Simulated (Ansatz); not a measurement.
**Co: one cell, many SCF starts**

Is Co magnetic at this level, in which order, and do all starts find it? Single-point runs from several starts follow. We look at Co: the measured crystal structure (space group Fm-3m, primitive cell doubled), with 2 atoms per cell. Source: COD entry 9012937; the sample's temperature and pressure aren't taken into account.

The COD cell was measured well above room temperature, so it is larger than a cold one.

Computed with Ansatz 0.2.0 (DFT PBE, PAW, plane waves, scalar-relativistic, unless a step's input says otherwise).

## 1. The system as given

It takes space group Fm-3m (No. 225, cubic). The conventional cell has a = 3.592 Å, b = 3.592 Å, c = 3.592 Å, α = 90.00°, β = 90.00°, γ = 90.00°. Co (site symmetry m-3m) is surrounded by 12 Co at 2.54 Å.

Structure file:

```
CELL_PARAMETERS angstrom
0.00000 3.59210 3.59210
1.79605 0.00000 1.79605
1.79605 1.79605 0.00000
ATOMIC_POSITIONS crystal
Co 0.00000 0.00000 0.00000
Co 0.50000 0.00000 0.00000
```

Atoms are counted from 1 in the order of input.yaml (Co2 and so on).

Planned first: parallel moments, plain SCF; opposed moments +-, plain SCF; no spin polarisation; spin on, no moments given (the program may seed its own), plain SCF. What is tried next depends on their ends.

“Plain SCF” means no search for lower states. 

The total moment includes the space between the atomic spheres.

## 2. Parallel moments, plain SCF

input.yaml

```yaml
crystal:
  lattice:
    - [0.0, 3.5921, 3.5921]
    - [1.79605, 0.0, 1.79605]
    - [1.79605, 1.79605, 0.0]
  atoms:
    - { symbol: Co, position: [0.0, 0.0, 0.0], spin: 3.0 }
    - { symbol: Co, position: [0.5, 0.0, 0.0], spin: 3.0 }
magnetization:
  spin_polarized: true
hamiltonian:
  xc: pbe
  pseudopotentials: { kind: paw }
basis:
  ecutwfc: 420
kpoints:
  mp_grid: { grid: [7, 14, 14] }
scf:
  occupations: { method: fermi_dirac, width: 0.1 }
  lower_state_search: "off"
output:
  forces: true
  stress: true
```

Output, cut to the lines that bear on the results:

```text
[...]
Pseudopotentials: kind: paw
Pseudopotential: Co, paw, valence charge 17, recommended cutoff 420 eV (normal), Co.paw.azcp
Functional definition: PBE
[...]
Crystal: 2 atoms, lattice volume = 23.175 Å³
Basis set: ecut = 420 eV, 487 PW (Γ), exchange–correlation on 72×36×36 points (8 copies of the dense FFT grid, shifted against one another)
Bands: 24, of which v1, the nominal top of the filled ones, is band 17 counted from 1 (16 counted from 0)
Symmetry: 24 space group operations
Space group: Fm-3m (ITA 225), of the structure as read, at distance tolerance 2.9e-5 Å
Magnetic group: BNS 225.116 (UNI 1618), of the structure as read, at distance tolerance 2.9e-5 Å
k-points: 144 of 1372
[...]
Starting moments: Σ|m| = 6 μB on 2 of 2 sites
[...]
SCF iter   1: F=—  HF=-10251.811404 eV  |F-HF|=—  |Δ(HF+E_count)|=         —  Δρ=1.14e-1 (↑1.14e-1 ↓7.68e-2)  dr2=2.54e-1  dr2_m=1.91e0  M=3.896 μB ∫|m|=4.101 μB  β_m=0.30  ethr=7.49e-4  ⟨swp⟩=1.0  Hψ=34634  notcnv=0
[...]
spin-set hold released at iteration 1 (the charge has settled, or the pull on large starting moments outlasts its swing): the magnetisation degrees of freedom join the quasi-Newton model from the next iteration; the mixer history was flushed
[...]
SCF iter   9: F=-10252.262773 eV  HF=-10252.262773 eV  |F-HF|=2.61e-9  |Δ(HF+E_count)|=   6.59e-8  Δρ=1.08e-5 (↑1.08e-5 ↓7.81e-6)  dr2=1.08e-8  dr2_m=5.35e-9  M=3.429 μB ∫|m|=3.750 μB  ethr=2.94e-10  ⟨swp⟩=2.6  Hψ=24087  notcnv=0
[...]
SCF converged after 9 iterations
Magnetization: 3.4286 μB (18.7143 up, 15.2857 down)
Absolute magnetization: 3.7510 μB (∫|ρ↑−ρ↓|, with the PAW one-centre terms)
Spin contamination: 0.0615 ħ² per cell (⟨S²⟩ above its minimum at these occupations)
Per-site moments (μB) at R_I (Å): [(1.7878528691673414, 1.0477492858388313), (1.7878528691673417, 1.0477492858388313)]
Free energy (F): -10252.262773 eV
[...]
E sigma→0 (E₀):  -10252.223110 eV
Entropy (-TS):   -0.079327 eV (-39.663 meV/atom)
Fermi energy:    17.386873 eV
[...]
--- Forces (eV/Å), atoms counted from 1 ---
  atom   1  Co     0.00000000     0.00000000     0.00000000
  atom   2  Co    -0.00000000     0.00000000     0.00000000
[...]
--- Stress (GPa, compression-positive) ---
      -10.346897      -0.000004      -0.000004
       -0.000004     -10.346897       0.000004
       -0.000004       0.000004     -10.346897
  P = ⅓ Tr σ = -10.3469 GPa (-103.469 kbar)
```

Run time: 2.5 s. Hardware: 2 threads of an x86-64 CPU, shared host; peak memory 0.5 GiB.

Result: ferromagnetic, site moments Co1 1.79, Co2 1.79 μB, total 3.43 μB per cell, no gap on the k-mesh.

## 3. Opposed moments +-, plain SCF

Edit input.yaml of step 2 so:

```diff
@@ -7,3 +7,3 @@
     - { symbol: Co, position: [0.0, 0.0, 0.0], spin: 3.0 }
-    - { symbol: Co, position: [0.5, 0.0, 0.0], spin: 3.0 }
+    - { symbol: Co, position: [0.5, 0.0, 0.0], spin: -3.0 }
 magnetization:
```

Output, cut to the lines that bear on the results:

```text
[... 11 lines as in an earlier run ...]
Symmetry: 12 space group operations
Space group: R-3m (ITA 166), of the structure as read, at distance tolerance 2.9e-5 Å
Magnetic group: BNS 166.102 (UNI 1332), of the structure as read, at distance tolerance 2.9e-5 Å
[... 5 lines as in an earlier run ...]
Starting moments: Σ|m| = 6 μB on 2 of 2 sites
Starting magnetic order: antiferromagnet; a translation exchanges its spin sublattices: spin-degenerate at every k-point
[... 2 lines as in an earlier run ...]
spin-down is spin-up translated by (0.5, 0, 0): one eigenproblem is solved per k-point and the antiferromagnetic symmetry of the starting moments is kept exactly by this SCF (crystal.symmetry.spin_inversion_symmetry: false solves both channels; [...]
SCF converged after 12 iterations
Magnetization: 0.0000 μB (17.0000 up, 17.0000 down)
Absolute magnetization: 2.5179 μB (∫|ρ↑−ρ↓|, with the PAW one-centre terms)
Spin contamination: 0.8767 ħ² per cell (⟨S²⟩ above its minimum at these occupations)
Per-site moments (μB) at R_I (Å): [(1.2310440682327695, 1.0477492858388313), (-1.2310440682327695, 1.0477492858388313)]
Free energy (F): -10251.843513 eV
[...]
E sigma→0 (E₀):  -10251.766974 eV
Entropy (-TS):   -0.153079 eV (-76.539 meV/atom)
Fermi energy:    17.229397 eV
[...]
--- Forces (eV/Å), atoms counted from 1 ---
  atom   1  Co     0.00000000     0.00000000    -0.00000000
  atom   2  Co     0.00000000     0.00000000    -0.00000000
[...]
--- Stress (GPa, compression-positive) ---
      -14.912858      -1.757571      -1.757571
       -1.757571     -14.912858       1.757571
       -1.757571       1.757571     -14.912858
  P = ⅓ Tr σ = -14.9129 GPa (-149.129 kbar)
```

Wall time 1.8 s (2 threads of an x86-64 CPU, shared host); peak memory 0.5 GiB.

The state reached is antiferromagnetic (magnetic neighbours of Co1 with a moment over 0.3 of its own that point the other way: 6 of 12 at 2.54 Å, 6 of 6 at 3.59 Å), site moments Co1 1.23, Co2 -1.23 μB, total 0.00 μB per cell, no gap on the k-mesh. It lies 210 meV/atom above the lowest state so far (step 2).

## 4. No spin polarisation

Edit input.yaml of step 3 so:

```diff
@@ -6,6 +6,4 @@
   atoms:
-    - { symbol: Co, position: [0.0, 0.0, 0.0], spin: 3.0 }
-    - { symbol: Co, position: [0.5, 0.0, 0.0], spin: -3.0 }
-magnetization:
-  spin_polarized: true
+    - { symbol: Co, position: [0.0, 0.0, 0.0] }
+    - { symbol: Co, position: [0.5, 0.0, 0.0] }
 hamiltonian:
```

Output, cut to the lines that bear on the results:

```text
[... 10 lines as in an earlier run ...]
Bands: 21, of which v1, the nominal top of the filled ones, is band 17 counted from 1 (16 counted from 0)
[... 6 lines as in an earlier run ...]
[...]
[... 2 lines as in an earlier run ...]
SCF iter   1: F=—  HF=-10251.789481 eV  |F-HF|=—  |Δ(HF+E_count)|=         —  Δρ=1.76e-3  dr2=1.05e-4  ethr=1.77e-3  ⟨swp⟩=4.2  Hψ=11062  notcnv=0
[...]
SCF iter   6: F=-10251.790431 eV  HF=-10251.790431 eV  |F-HF|=2.55e-11  |Δ(HF+E_count)|=   4.84e-9  Δρ=8.71e-7  dr2=3.86e-11  ethr=7.70e-11  ⟨swp⟩=1.9  Hψ=10077  notcnv=0
[...]
SCF converged after 6 iterations
Free energy (F): -10251.790431 eV
[...]
E sigma→0 (E₀):  -10251.699594 eV
Entropy (-TS):   -0.181674 eV (-90.837 meV/atom)
Fermi energy:    17.072962 eV
[...]
--- Forces (eV/Å), atoms counted from 1 ---
  atom   1  Co    -0.00000000     0.00000000     0.00000000
  atom   2  Co     0.00000000    -0.00000000    -0.00000000
[...]
--- Stress (GPa, compression-positive) ---
      -21.832976      -0.000010      -0.000010
       -0.000010     -21.832976       0.000010
       -0.000010       0.000010     -21.832976
  P = ⅓ Tr σ = -21.8330 GPa (-218.330 kbar)
```

Run time: 0.91 s. Hardware: 2 threads of an x86-64 CPU, shared host; peak memory 0.48 GiB.

Result: non-magnetic (no spin polarisation), no gap on the k-mesh. Against step 2, the lowest until now, it is 236 meV/atom higher.

## 5. Spin on, no moments given (the program may seed its own), plain SCF

Edit input.yaml of step 4 so:

```diff
@@ -21 +21,3 @@
   stress: true
+magnetization:
+  spin_polarized: true
```

Output, cut to the lines that bear on the results:

```text
band count auto-derived: 24 (N_el = 34.0; filled up to band 17; 21 by the electrons, moments and atoms)
[... 20 lines as in an earlier run ...]
[...]
SCF iter   1: F=—  HF=-10249.721906 eV  |F-HF|=—  |Δ(HF+E_count)|=         —  Δρ=3.15e-1 (↑2.74e-1 ↓3.15e-1)  dr2=2.35e-1  dr2_m=1.84e1  M=4.230 μB ∫|m|=4.230 μB  ethr=7.28e-4  ⟨swp⟩=1.5  Hψ=17482  notcnv=0
[...]
SCF iter  10: F=-10252.262773 eV  HF=-10252.262773 eV  |F-HF|=6.55e-11  |Δ(HF+E_count)|=   2.49e-9  Δρ=1.53e-6 (↑1.53e-6 ↓1.01e-6)  dr2=2.65e-10  dr2_m=1.47e-10  M=3.429 μB ∫|m|=3.750 μB  ethr=2.94e-10  ⟨swp⟩=3.6  Hψ=19033  notcnv=0
[...]
SCF converged after 10 iterations
Magnetization: 3.4287 μB (18.7143 up, 15.2857 down)
Absolute magnetization: 3.7510 μB (∫|ρ↑−ρ↓|, with the PAW one-centre terms)
Spin contamination: 0.0615 ħ² per cell (⟨S²⟩ above its minimum at these occupations)
Per-site moments (μB) at R_I (Å): [(1.7878704777304524, 1.0477492858388313), (1.7878704777304524, 1.0477492858388313)]
Free energy (F): -10252.262773 eV
[...]
E sigma→0 (E₀):  -10252.223112 eV
Entropy (-TS):   -0.079323 eV (-39.661 meV/atom)
Fermi energy:    17.386964 eV
[... 24 lines left out: energy terms, forces, stress ...]
```

Run time: 2.3 s. Hardware: 2 threads of an x86-64 CPU, shared host; peak memory 0.5 GiB.

The run ends in the same state as step 2 (ferromagnetic); it took 10 iterations.

## 6. Parallel moments scaled by 0.1, plain SCF

Edit input.yaml of step 5 so:

```diff
@@ -6,4 +6,6 @@
   atoms:
-    - { symbol: Co, position: [0.0, 0.0, 0.0] }
-    - { symbol: Co, position: [0.5, 0.0, 0.0] }
+    - { symbol: Co, position: [0.0, 0.0, 0.0], spin: 0.3 }
+    - { symbol: Co, position: [0.5, 0.0, 0.0], spin: 0.3 }
+magnetization:
+  spin_polarized: true
 hamiltonian:
@@ -21,3 +23 @@
   stress: true
-magnetization:
-  spin_polarized: true
```

Output, cut to the lines that bear on the results:

```text
[... 10 lines as in an earlier run ...]
Bands: 22, of which v1, the nominal top of the filled ones, is band 17 counted from 1 (16 counted from 0)
[... 8 lines as in an earlier run ...]
Starting moments: Σ|m| = 0.6 μB on 2 of 2 sites
[... 2 lines as in an earlier run ...]
[...]
SCF iter   1: F=—  HF=-10251.865531 eV  |F-HF|=—  |Δ(HF+E_count)|=         —  Δρ=4.17e-2 (↑1.14e-2 ↓4.17e-2)  dr2=2.39e-1  dr2_m=7.20e-2  M=0.739 μB ∫|m|=0.751 μB  β_m=1.00  ethr=7.03e-4  ⟨swp⟩=1.0  Hψ=31765  notcnv=0
[...]
spin-set hold released at iteration 13 (site moments contracting): the magnetisation degrees of freedom join the quasi-Newton model from the next iteration; the mixer history was flushed
[...]
SCF iter  20: F=-10252.262773 eV  HF=-10252.262773 eV  |F-HF|=3.78e-9  |Δ(HF+E_count)|=   5.49e-7  Δρ=6.16e-6 (↑6.16e-6 ↓4.78e-6)  dr2=7.52e-9  dr2_m=2.53e-9  M=3.429 μB ∫|m|=3.750 μB  ethr=2.20e-10  ⟨swp⟩=4.0  Hψ=20722  notcnv=0
[...]
SCF converged after 20 iterations
Magnetization: 3.4287 μB (18.7143 up, 15.2857 down)
Absolute magnetization: 3.7510 μB (∫|ρ↑−ρ↓|, with the PAW one-centre terms)
Spin contamination: 0.0615 ħ² per cell (⟨S²⟩ above its minimum at these occupations)
Per-site moments (μB) at R_I (Å): [(1.7878752894344858, 1.0477492858388313), (1.7878752894344858, 1.0477492858388313)]
Free energy (F): -10252.262773 eV
[...]
E sigma→0 (E₀):  -10252.223112 eV
Entropy (-TS):   -0.079324 eV (-39.662 meV/atom)
Fermi energy:    17.386995 eV
[... 24 lines left out: energy terms, forces, stress ...]
```

It took 4.5 s on 2 threads of an x86-64 CPU, shared host; peak memory 0.49 GiB.

The run ends in the same state as step 2 (ferromagnetic); it took 20 iterations.

[end of part 1 of 2]
